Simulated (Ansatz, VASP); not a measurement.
Ta in VASP and in Ansatz

Contents of POSCAR:

```
Ta
1.0
   -1.6622159478      1.6622159478      1.6622159478
    1.6622159478     -1.6622159478      1.6622159478
    1.6622159478      1.6622159478     -1.6622159478
Ta
1
Direct
    0.0000000000      0.0000000000      0.0000000000
```

Contents of INCAR.step1:

```
SYSTEM = Ta
PREC = Accurate
ENCUT = 520
ISMEAR = 1
SIGMA = 0.05
LREAL = .False.
LASPH = .True.
NELM = 60
NBANDS = 12
GGA = PE
ALGO = Normal
EDIFF = 1E-4
LWAVE = .True.
LCHARG = .False.
```

File INCAR.step2:

```
SYSTEM = Ta
PREC = Accurate
ENCUT = 520
EDIFF = 1E-6
ISMEAR = 1
SIGMA = 0.05
LREAL = .False.
LASPH = .True.
NELM = 60
ALGO = Normal
ISIF = 2
LWAVE = .False.
LCHARG = .True.
METAGGA = R2SCAN
LMIXTAU = .True.
LUSE_VDW = .True.
IVDW_NL = 2
BPARAM = 11.95
CPARAM = 0.0093
LELF = .True.
LVHAR = .True.
NBANDS = 12
ISTART = 1
```

Contents of KPOINTS:

```
Automatic mesh
0
Gamma
  11 11 11
  0 0 0
```

File input.yaml:

```yaml
crystal:
  lattice:
    - [-1.6622159478, 1.6622159478, 1.6622159478]
    - [1.6622159478, -1.6622159478, 1.6622159478]
    - [1.6622159478, 1.6622159478, -1.6622159478]
  atoms:
    - { symbol: Ta, position: [0.0, 0.0, 0.0] }
hamiltonian:
  xc: r2scan
  pseudopotentials: { kind: paw }
  dispersion: rvv10
kpoints:
  mp_grid: { grid: [11, 11, 11] }
scf:
  occupations: { method: cold, width: 0.05 }
output:
  forces: true
  stress: true
  eigenvalues: true
```

Alike in both runs: task single point; functional r2SCAN; dispersion rVV10; k mesh 11 × 11 × 11; no spin polarisation.

```csv
,VASP,Ansatz
version,VASP 6.6.1,Ansatz 0.2.0
potentials or method,"VASP PAW PBE potentials, release 64 (Ta_pv)",Ansatz PAW
plane-wave cutoff (eV),520,500
occupations,"methfessel-paxton of order 1, width 0.05 eV","cold, width 0.05 eV"
valence electrons in the cell,11,13
```

Ansatz gave:

```
gap on the k mesh at the Fermi level (eV) : none
pressure (GPa)                            : -5.6
```

Problem. Which values does VASP return?

Solution. gap on the k mesh at the Fermi level (eV): none; pressure (GPa): -4.2.

A gap of «none» marks a metal or a gap that the smearing closes. The two sets of potentials don't hold the same shells in valence.

Caveats: the PAW data sets were made with another functional, which shifts forces and pressure a little (VASP); the PAW data sets come from PBE, with cores solved anew for the run's functional, which leaves a small shift of forces and pressure (Ansatz). The runs have no spin-orbit coupling, so splittings on Ta are missing.
